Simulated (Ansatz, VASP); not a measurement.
## One calculation of Sb, two programs

```
CELL_PARAMETERS angstrom
3.12240 0.00000 0.00000
0.00000 4.34752 0.00000
-0.03891 0.00000 4.40585
ATOMIC_POSITIONS crystal
Sb 0.98861 0.75000 0.75883
Sb 0.01139 0.25000 0.24117
```

This isn't the form of Sb at room conditions, which is rhombohedral.

Alike in both runs: task single point; functional PBE; dispersion D3(BJ); k mesh 6 × 4 × 4; occupations gaussian, width 0.1 eV; no spin polarisation.

```csv
,VASP,Ansatz
version,VASP 6.6.1,Ansatz 0.2.0
potentials or method,"VASP PAW PBE potentials, release 64 (Sb)","scalar-relativistic, plane waves, PAW"
plane-wave cutoff (eV),520,420
valence electrons in the cell,10,30
```

Ansatz gave:

| Property | Result |
| --- | --- |
| gap on the k mesh at the Fermi level (eV) | none |
| pressure (GPa) | -1.9 |
| largest component of the traceless stress (GPa) | 4.06 |
| rms of the force components (eV/Å) | 0.038 |

Problem. What did VASP give for the same quantities?

Solution. gap on the k mesh at the Fermi level (eV): none; pressure (GPa): -1.9; largest component of the traceless stress (GPa): 4.06; rms of the force components (eV/Å): 0.043.

Atom by atom the forces differ by 0.005 eV/Å (rms over components). A gap of «none» marks a metal or a gap that the smearing closes. The two sets of potentials don't hold the same shells in valence.

Caveats: the k mesh is coarse (spacing up to 0.36 Å⁻¹), so the values aren't converged; pairwise dispersion overbinds metals, which lowers pressure and volume. Spin-orbit coupling is left out, which matters for the levels of Sb.
